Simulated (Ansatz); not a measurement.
# Ge (I4/mmm) in Ansatz: a series of runs, part 2 of 2

Ansatz 0.2.0. Earlier steps stand in the parts before.

### Step 3. Single point, r2SCAN0

Input file input:

```
crystal:
  lattice:
    - [-1.60842, 1.60842, 1.87318]
    - [1.60842, -1.60842, 1.87318]
    - [1.60842, 1.60842, -1.87318]
  atoms:
    - { symbol: Ge, position: [0.5, 0.5, 0.0] }
hamiltonian:
  xc: r2scan0
  pseudopotentials: { kind: paw }
kpoints:
  mp_grid: { grid: [6, 6, 6] }
scf:
  occupations: { method: fermi_dirac, width: 0.05 }
output:
  forces: true
  stress: true
  eigenvalues: true
```

Potentials or basis: Ansatz PAW.

What it wrote:

```text
Warning: output.stress: scf.convergence.dr2_threshold = 1e-7 eV (the SCF's general default) is looser than the 1e-10 eV advised for a printed stress (1e-10 eV for each atom of the cell: 1). What an SCF threshold leaves in a stress goes as its square root, and in the free energy as the threshold itself, and one threshold admits the most on a small cell: of the crystals measured, under no hybrid functional and no lock of the moments, on runs that ended without the residual-converged pass, on stresses that held no estimate of that error, the worst erred by over 100 MPa in a component at 1e-7 eV an atom and by under 5 at 1e-10. Set scf.convergence.dr2_threshold to 1e-10 eV or tighter. The threshold is an SCF's pass mark: one that does not reach it within its budget of iterations ends unconverged, or closes short of it on a stop that the run arms, and scf.convergence.dr2_threshold's page says what that costs each kind of run
Warning: output.stress: scf.exx.energy_threshold = 1e-6 eV is looser than the 1e-8 eV advised for a stress under a hybrid functional (1e-8 eV for each atom of the cell: 1). Every SCF of the exchange loop can meet its threshold on dr2 while the loop round them stops early: no threshold on dr2 bounds what that leaves in the stress. Set scf.exx.energy_threshold to 1e-8 eV or tighter. The threshold is the loop's pass mark: a loop that does not reach it within its budget of cycles ends unconverged, and scf.exx.energy_threshold's page has the law
GPUs: using 1 of 1 available (devices: 1).
Engine: ansatz 0.2.0, x86_64-unknown-linux-gnu
Pseudopotentials: kind: paw
Pseudopotential: Ge, paw, valence charge 14, recommended cutoff 500 eV (meta_gga), Ge.paw.azcp
Functional definition: r2SCAN0
  parameter a = 0.25
[... 99 lines left out ...]
  atom   1  Ge     0.00000000     0.00000000     0.00000000
  max |Σ_I F_I| component: 3.16e-30 eV/Å
--- Stress (GPa, compression-positive) ---
        1.013735      -0.000000      -0.000000
       -0.000000       1.013735      -0.000000
        0.000000      -0.000000      -9.949747
  P = ⅓ Tr σ = -2.6408 GPa (-26.408 kbar)
--- Band table (eV; the first three rows and the last of 30) ---
  k-point 0: bands = ["-18.5060", "-18.5060", "-18.4835", "-18.4492", "-18.4119", "-4.8854", "20.9263", "21.3032", "21.3032", "26.1922", "26.1922"]
  k-point 1: bands = ["-18.5163", "-18.4831", "-18.4725", "-18.4418", "-18.4155", "-3.9637", "17.6010", "18.3359", "19.5063", "22.9321", "23.9225"]
  k-point 2: bands = ["-18.5369", "-18.4961", "-18.4267", "-18.4112", "-18.4042", "-1.2110", "10.1418", "15.6942", "17.3450", "20.5092", "20.7776"]
  k-point 29: bands = ["-18.5340", "-18.5110", "-18.3996", "-18.3808", "-18.3808", "6.5839", "7.3242", "11.8213", "11.8213", "16.1337", "16.7513"]
```

Run time: 6.8 s. Hardware: 1 × NVIDIA H100 80GB HBM3 with 2 threads of AMD EPYC 7R13 (Zen 3), shared host; peak memory 1.7 GiB.

Results:

- Free energy: -4301.2433 eV
- Pressure: -2.6 GPa
- Band gap on the k mesh: none (metal or under the smearing width)

Levels at points of the mesh, in eV from the Fermi level:
| k point | band 4 | band 5 | band 6 | band 7 | band 8 | band 9 | band 10 | band 11 |
| --- | --- | --- | --- | --- | --- | --- | --- | --- |
| (0.00, 0.00, 0.00) | -29.31 | -29.27 | -15.74 | 10.07 | 10.45 | 10.45 | 15.34 | 15.34 |
| (0.00, 0.00, -0.50) | -29.26 | -29.23 | -8.27 | -6.39 | 3.89 | 5.68 | 8.84 | 9.00 |
| (0.00, -0.50, 0.00) | -29.27 | -29.24 | -9.58 | -6.98 | 6.14 | 8.68 | 11.67 | 11.95 |
| (-0.50, -0.50, -0.50) | -29.24 | -29.24 | -4.27 | -3.53 | 0.97 | 0.97 | 5.28 | 5.90 |

Caveat: the k mesh is coarse (spacing up to 0.46 Å⁻¹), so the values aren't converged, least of all with exact exchange; the PAW data sets come from PBE, with cores solved anew for the run's functional, which leaves a small shift of forces and pressure; the thresholds are loose for stress.

### Step 4. Single point, r2SCANh

input, as its differences from that of step 3:

```diff
@@ -8,3 +8,3 @@
 hamiltonian:
-  xc: r2scan0
+  xc: r2scanh
   pseudopotentials: { kind: paw }
```

It took 19 s on 1 × NVIDIA H100 80GB HBM3 with 2 threads of AMD EPYC 7R13 (Zen 3), shared host; peak memory 1.7 GiB.

Results (log left out):

```
Free energy            : -4301.8668 eV
Pressure               : -1.8 GPa
Band gap on the k mesh : none (metal or under the smearing width)
```

Stress tensor (GPa, compression positive):
```
 1.74  0.00  0.00
 0.00  1.74  0.00
 0.00  0.00 -8.90
```

Levels at points of the mesh, in eV from the Fermi level:
| k point | band 4 | band 5 | band 6 | band 7 | band 8 | band 9 | band 10 | band 11 |
| --- | --- | --- | --- | --- | --- | --- | --- | --- |
| (0.00, 0.00, 0.00) | -26.95 | -26.91 | -14.48 | 9.46 | 9.81 | 9.81 | 14.80 | 14.80 |
| (0.00, 0.00, -0.50) | -26.91 | -26.87 | -7.45 | -5.62 | 3.51 | 5.26 | 8.47 | 8.67 |
| (0.00, -0.50, 0.00) | -26.91 | -26.88 | -8.67 | -6.17 | 5.66 | 8.16 | 11.27 | 11.53 |
| (-0.50, -0.50, -0.50) | -26.88 | -26.88 | -3.81 | -3.01 | 0.83 | 0.83 | 5.11 | 5.73 |

Caveat: the k mesh is coarse (spacing up to 0.46 Å⁻¹), so the values aren't converged, least of all with exact exchange; the PAW data sets come from PBE, with cores solved anew for the run's functional, which leaves a small shift of forces and pressure; the thresholds are loose for stress.

### Step 5. Single point, r2SCAN50

input, as its differences from that of step 4:

```diff
@@ -8,3 +8,3 @@
 hamiltonian:
-  xc: r2scanh
+  xc: r2scan50
   pseudopotentials: { kind: paw }
```

Run time: 10 s. Hardware: 1 × NVIDIA H100 80GB HBM3 with 2 threads of AMD EPYC 7R13 (Zen 3), shared host; peak memory 1.8 GiB.

The run converged. Its results:

```yaml
Free_energy: -4300.2480 eV
Pressure: -4.0 GPa
Band_gap_on_the_k_mesh: none (metal or under the smearing width)
```

Stress tensor (GPa, compression positive):
```
 -0.23   0.00   0.00
  0.00  -0.23   0.00
  0.00   0.00 -11.52
```

Levels at points of the mesh, in eV from the Fermi level:
```tsv
k point	band 3	band 4	band 5	band 6	band 7	band 8	band 9	band 10	band 11
(0.00, 0.00, 0.00)	-33.22	-33.19	-33.15	-17.77	11.15	11.56	11.56	16.29	16.29
(0.00, 0.00, -0.50)	-33.17	-33.15	-33.12	-9.57	-7.60	4.59	6.44	9.51	9.61
(0.00, -0.50, 0.00)	-33.19	-33.16	-33.13	-11.01	-8.28	6.99	9.60	12.41	12.72
(-0.50, -0.50, -0.50)	-33.14	-33.13	-33.13	-4.95	-4.32	1.26	1.26	5.61	6.24
```

Caveat: the k mesh is coarse (spacing up to 0.46 Å⁻¹), so the values aren't converged, least of all with exact exchange; the PAW data sets come from PBE, with cores solved anew for the run's functional, which leaves a small shift of forces and pressure; the thresholds are loose for stress.

### Step 6. Single point, HF

input, as its differences from that of step 5:

```diff
@@ -8,3 +8,3 @@
 hamiltonian:
-  xc: r2scan50
+  xc: hf
   pseudopotentials: { kind: paw }
```

Potentials or basis: Ansatz PAW.

What it wrote:

```text
Warning: output.stress: scf.convergence.dr2_threshold = 1e-7 eV (the SCF's general default) is looser than the 1e-10 eV advised for a printed stress (1e-10 eV for each atom of the cell: 1). What an SCF threshold leaves in a stress goes as its square root, and in the free energy as the threshold itself, and one threshold admits the most on a small cell: of the crystals measured, under no hybrid functional and no lock of the moments, on runs that ended without the residual-converged pass, on stresses that held no estimate of that error, the worst erred by over 100 MPa in a component at 1e-7 eV an atom and by under 5 at 1e-10. Set scf.convergence.dr2_threshold to 1e-10 eV or tighter. The threshold is an SCF's pass mark: one that does not reach it within its budget of iterations ends unconverged, or closes short of it on a stop that the run arms, and scf.convergence.dr2_threshold's page says what that costs each kind of run
Warning: output.stress: scf.exx.energy_threshold = 1e-6 eV is looser than the 1e-8 eV advised for a stress under a hybrid functional (1e-8 eV for each atom of the cell: 1). Every SCF of the exchange loop can meet its threshold on dr2 while the loop round them stops early: no threshold on dr2 bounds what that leaves in the stress. Set scf.exx.energy_threshold to 1e-8 eV or tighter. The threshold is the loop's pass mark: a loop that does not reach it within its budget of cycles ends unconverged, and scf.exx.energy_threshold's page has the law
GPUs: using 1 of 1 available (devices: 1).
Engine: ansatz 0.2.0, x86_64-unknown-linux-gnu
Pseudopotentials: kind: paw
Pseudopotential: Ge, paw, valence charge 14, recommended cutoff 420 eV (normal), Ge.paw.azcp
Functional definition: HF
  exchange = exact_x
[... 140 lines left out ...]
--- Forces (eV/Å), atoms counted from 1 ---
  atom   1  Ge    -0.00000000     0.00000000     0.00000000
  max |Σ_I F_I| component: 1.74e-29 eV/Å
--- Stress (GPa, compression-positive) ---
       10.472343       0.000000       0.000000
        0.000000      10.472343       0.000000
        0.000000       0.000000      -3.286196
  P = ⅓ Tr σ = 5.8862 GPa (58.862 kbar)
--- Band table (eV; the first three rows and the last of 30) ---
  k-point 0: bands = ["-28.1289", "-28.1289", "-28.1112", "-28.0815", "-28.0354", "-9.0455", "26.1418", "26.5876", "26.5876", "31.1126", "31.1126"]
  k-point 1: bands = ["-28.1387", "-28.1114", "-28.0984", "-28.0760", "-28.0393", "-7.8838", "22.0642", "23.0125", "24.4012", "27.5227", "28.4868"]
  k-point 2: bands = ["-28.1582", "-28.1221", "-28.0648", "-28.0373", "-28.0363", "-4.4015", "10.9447", "19.8768", "21.9226", "24.8612", "25.1573"]
  k-point 29: bands = ["-28.1621", "-28.1282", "-28.0346", "-28.0159", "-28.0159", "6.5597", "6.8038", "14.6055", "14.6055", "19.6127", "20.2259"]
```

It took 10 s on 1 × NVIDIA H100 80GB HBM3 with 2 threads of AMD EPYC 7R13 (Zen 3), shared host; peak memory 1.7 GiB.

What came out:

```
Free energy            : -4254.8812 eV
Pressure               : 5.9 GPa
Band gap on the k mesh : none (metal or under the smearing width)
```

Levels at points of the mesh, in eV from the Fermi level:
| k point | band 4 | band 5 | band 6 | band 7 | band 8 | band 9 | band 10 | band 11 |
| --- | --- | --- | --- | --- | --- | --- | --- | --- |
| (0.00, 0.00, 0.00) | -41.11 | -41.07 | -22.08 | 13.11 | 13.56 | 13.56 | 18.08 | 18.08 |
| (0.00, 0.00, -0.50) | -41.07 | -41.04 | -12.48 | -10.16 | 5.70 | 7.97 | 10.92 | 11.08 |
| (0.00, -0.50, 0.00) | -41.08 | -41.05 | -14.14 | -10.97 | 8.41 | 11.34 | 14.11 | 14.32 |
| (-0.50, -0.50, -0.50) | -41.05 | -41.05 | -6.47 | -6.23 | 1.57 | 1.57 | 6.58 | 7.19 |

Caveat: the k mesh is coarse (spacing up to 0.46 Å⁻¹), so the values aren't converged, least of all with exact exchange; the PAW data sets come from PBE, with cores solved anew for the run's functional, which leaves a small shift of forces and pressure; the thresholds are loose for stress.

### Step 7. Overview

```csv
task,level,cell,cutoff (eV),gap on the mesh (eV),pressure (GPa)
relaxation of cell and atoms,HSEsol,relaxed,420,none,0.0
single point,r2SCAN0,as given,500,none,-2.6
single point,r2SCANh,as given,500,none,-1.8
single point,r2SCAN50,as given,500,none,-4.0
single point,HF,as given,420,none,5.9
```

Alike in all rows: potentials or basis Ansatz PAW; no spin polarisation; k mesh 6 × 6 × 6; smearing fermi-dirac 0.05 eV; the mesh is coarse, so values aren't converged.

Caveats: all runs use coarse meshes; the PAW data sets come from PBE, with cores solved anew for the run's functional, which leaves a small shift of forces and pressure; the thresholds are loose for stress (some runs); the plane-wave basis is chosen anew once the cell has moved, so the energies of steps on either side of that aren't comparable (some runs).

Total energies depend on the potentials used, so only differences within one code and one set of settings carry meaning.
